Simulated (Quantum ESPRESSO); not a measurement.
## AlN, wurtzite: the electronic dielectric constant against pressure

How does ε∞, from linear response (ph.x, fixed occupations, ions clamped), follow the pressure?

Calculated with Quantum ESPRESSO 7.5, PBEsol, GBRV 1.5 ultrasoft potentials, cutoff 680 eV, Fermi–Dirac smearing 0.02 eV, k-mesh 10×10×6, no spin polarisation, no spin-orbit coupling.

Reference cell, relaxed at zero pressure with PBEsol (P6_3mc): a = 3.1145 Å, b = 3.1145 Å, c = 4.9881 Å, α = 90.00°, β = 90.00°, γ = 120.00°.

```
atom       x       y       z
  Al  0.3333  0.6667  0.0009
  Al  0.6667  0.3333  0.5009
   N  0.6667  0.3333  0.1191
   N  0.3333  0.6667  0.6191
```

| pressure (GPa) | V (Å³/atom) | ε_xx | ε_yy | ε_zz | mean | gap (eV) |
| --- | --- | --- | --- | --- | --- | --- |
| −4 | 10.695 | 4.547 | 4.547 | 4.773 | 4.622 | 3.910 |
| 0 | 10.475 | 4.504 | 4.504 | 4.732 | 4.580 | 4.079 |
| 10 | 10.009 | 4.421 | 4.421 | 4.654 | 4.499 | 4.455 |
| 15 | 9.809 | 4.388 | 4.388 | 4.624 | 4.467 | 4.621 |
| 20 | 9.627 | 4.359 | 4.359 | 4.598 | 4.439 | 4.774 |
| 30 | 9.302 | 4.309 | 4.309 | 4.557 | 4.391 | 4.885 |

**Question.** Give the mean ε∞ and the long-wavelength refractive index at x = 5, a row left out above (x is the first column).

Least squares with ε = e0 + e1 x + e2 x² gives e0 = 4.5822, e1 = −0.0091 and e2 = 9.191e-05. At x = 5 this is 4.539, so n = √ε = 2.130 as an average over directions. The run itself gives 4.536, so the estimate misses by 0.003; the fitted rows themselves lie up to 0.002 off the law.

Along the table the mean ε∞ rises wherever the smallest gap falls, which need not be its cause. Semilocal functionals tend to give ε∞ too large, the k-mesh wasn't converged for it (a zone-centred mesh of this size overestimates it where the gap is small), and polar lattice vibrations add to the static constant, which isn't calculated here.

[Logs are printed without paths, hosts, clocks, repeated set-up lines and the standing remarks that a program may print on its own settings, such as how far it seeks lower states.]
